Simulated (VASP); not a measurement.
Set up this calculation in VASP 6.6.1, as the native input.

```
Task                   : single point
Functional             : PBEsol
Potentials or basis    : VASP PAW PBE potentials, release 64 (Ge_d)
Cutoff                 : 520 eV
k mesh                 : 16 × 16 × 16
Occupations            : gaussian, width 0.1 eV
Spin                   : no spin polarisation
Dipole correction      : no
Further INCAR settings : ALGO = Fast; EDIFF = 1e-06; NBANDS = 13
```

The structure of Ge lies in POSCAR:

```
Ge
1.0
    1.5119946478     -2.7403197402      0.0000000000
    1.5119946478      2.7403197402      0.0000000000
    0.0000000000      0.0000000000      2.7197628834
Ge
1
Direct
    0.5000000000      0.5000000000      0.0000000000
```

This isn't the form of Ge at room conditions, which is diamond.

The cell isn't the ideal one: strained and moved within a subgroup.

These files were run (other wordings do the same):

INCAR

```
  PREC = Accurate
  ENCUT = 520
  EDIFF = 1E-6
  ISMEAR = 0
  SIGMA = 0.1
  LREAL = F
  LASPH = T
  NELM = 100
  ALGO = Fast
  ISIF = 2
  LWAVE = F
  LCHARG = F
  GGA = PS
  NBANDS = 13
```

KPOINTS

```
Automatic mesh
0
Gamma
  16 16 16
```

Potentials or basis: VASP PAW PBE potentials, release 64 (Ge_d).

Command:

```bash
$ cat potpaw_PBE.64/Ge_d/POTCAR > POTCAR
$ mpirun -np 1 vasp_std > vasp.out
```

It gave:

| Property | Result |
| --- | --- |
| Pressure | -9.7 GPa |
| Band gap on the k mesh | none (metal or under the smearing width) |

Caveat: the PAW data sets were made with another functional, which shifts forces and pressure a little.

Wall time 85 s on 1 thread of Intel(R) Xeon(R) Platinum 8488C (Sapphire Rapids), on a shared host, peak memory 0.27 GiB.
